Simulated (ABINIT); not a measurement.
The system is GaP.

```xyz
2
Lattice="0.0000 2.7252 2.7252 2.7252 0.0000 2.7252 2.7252 2.7252 0.0000" Properties=species:S:1:pos:R:3 pbc="T T T"
Ga    0.0000    0.0000    0.0000
P     4.0879    4.0879    4.0879
```

Base run:

| Quantity | Value |
| --- | --- |
| Program | ABINIT 10.8.3 (patched build) |
| Functional | RPBE |
| Potentials or basis | JTH PAW PBE v2.0 |
| Cutoff | 544 eV |
| k mesh | 8 × 8 × 8 |
| Occupations | fermi-dirac, width 0.05 eV |
| Spin | no spin polarisation |

Its results: band gap on the k mesh 1.73 eV, indirect (least direct gap 1.95 eV); pressure 4.6 GPa.

Q: The run is repeated on the same cell with these changes: functional from RPBE to WC. What comes out?

A: Band gap on the k mesh 1.51 eV, indirect (least direct gap 1.70 eV); pressure -0.5 GPa.

WC binds more tightly than RPBE, so the same cell stands under less pressure.

Caveats: the PAW data sets were made with another functional, which shifts forces and pressure a little.

A k mesh can miss the band edges.
